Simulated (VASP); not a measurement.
Write the native input for VASP 6.6.1 that does the following.

* Task: relaxation of cell and atoms
* Functional: r2SCAN
* Potentials or basis: VASP PAW PBE potentials, release 64 (Sn_d, Se)
* Cutoff: 600 eV
* k mesh: 10 × 10 × 10
* Occupations: gaussian, width 0.03 eV
* Spin: no spin polarisation
* Further INCAR settings: ALGO = Normal; EDIFF = 1e-07; IBRION = 2; EDIFFG = -0.005; NSW = 90; ISIF = 3

The structure of SnSe lies in POSCAR:

```
SnSe                                    
1.0
    0.0000000000      3.0100000000      3.0100000000
    3.0100000000      0.0000000000      3.0100000000
    3.0100000000      3.0100000000      0.0000000000
  Sn              Se            
     1     1
Direct
     0.0000000000000000    0.0000000000000000    0.0000000000000000
     0.5000000000000000    0.5000000000000000    0.5000000000000000
```

The cell was built by a generator and needn't be a form met in nature.

The input as run:

INCAR

```
PREC = Accurate
ENCUT = 600
EDIFF = 1E-7
ISMEAR = 0
SIGMA = 0.03
LREAL = False
LASPH = True
NELM = 80
ALGO = Normal
ISIF = 3
LWAVE = False
LCHARG = False
METAGGA = R2SCAN
LMIXTAU = True
IBRION = 2
NSW = 90
EDIFFG = -0.005
```

KPOINTS

```
Automatic mesh
0
Gamma
  10 10 10
```

Potentials or basis: VASP PAW PBE potentials, release 64 (Sn_d, Se).

The run is started by

```console
$ cat potpaw_PBE.64/Sn_d/POTCAR potpaw_PBE.64/Se/POTCAR > POTCAR
$ mpirun -np 1 vasp_std > vasp.out
```

Results of the run:

| Property | Result |
| --- | --- |
| Pressure after relaxing | 0.0 GPa |
| Band gap on the k mesh | 0.45 eV, direct |

Caveat: the relaxation stopped at its first step, so nothing moved; the PAW data sets were made with another functional, which shifts forces and pressure a little; spin-orbit coupling is left out, which moves the levels of the heavy elements.

Run time: 110 s on 1 thread of Intel(R) Xeon(R) 6975P-C (Granite Rapids) (shared host), peak memory 0.24 GiB.
